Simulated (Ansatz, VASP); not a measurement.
# Y: VASP beside Ansatz

File INCAR:

```
SYSTEM = Y
ALGO = Normal
EDIFF = 1E-6
ENCUT = 520
GGA = PE
ISIF = 2
ISMEAR = -1
LASPH = .True.
LCHARG = .False.
LREAL = .False.
LWAVE = .False.
NBANDS = 12
NELM = 100
PREC = Accurate
SIGMA = 0.08
```

Contents of KPOINTS:

```
k-points
0
Gamma
  12 12 12
  0 0 0
```

The input POSCAR:

```
Y
1.0
    2.7552714694      0.0000000000      0.0000000000
    0.0000000000      2.7552714694      0.0000000000
    0.0000000000      0.0000000000      2.7552714694
Y
1
Direct
    0.0000000000      0.0000000000      0.0000000000
```

Input for Ansatz:

```yaml
crystal:
  lattice:
    - [2.7552714694, 0.0, 0.0]
    - [0.0, 2.7552714694, 0.0]
    - [0.0, 0.0, 2.7552714694]
  atoms:
    - { symbol: "Y", position: [0.0, 0.0, 0.0] }
kpoints:
  mp_grid: { grid: [12, 12, 12] }
scf:
  occupations: { method: fermi_dirac, width: 0.08 }
hamiltonian:
  xc: pbe
  pseudopotentials: { kind: paw }
output:
  forces: true
  stress: true
  eigenvalues: true
  populations: true
```

Change from the starting cell: volume scaled by 0.6, PAW files.

Alike in both runs: task single point; functional PBE; k mesh 12 × 12 × 12; occupations fermi-dirac, width 0.08 eV; no spin polarisation.

|  | VASP | Ansatz |
| --- | --- | --- |
| version | VASP 6.6.1 | Ansatz 0.2.0 |
| potentials or method | VASP PAW PBE potentials, release 64 (Y_sv) | PAW with Ansatz's default frozen-core files, scalar-relativistic |
| plane-wave cutoff (eV) | 520 | 420 |
| valence electrons in the cell | 11 | 11 |

VASP gave:

```
pressure (GPa) : 32.1
```

**Question.** Which values does Ansatz return?

**Answer.** Pressure (GPa): 32.2.

The functional is the same, so the differences come from potentials, cutoffs and numerics.

Caveats: so large a pressure means that the cell lies far from this level's equilibrium, or that cutoff or potentials fall short (VASP).
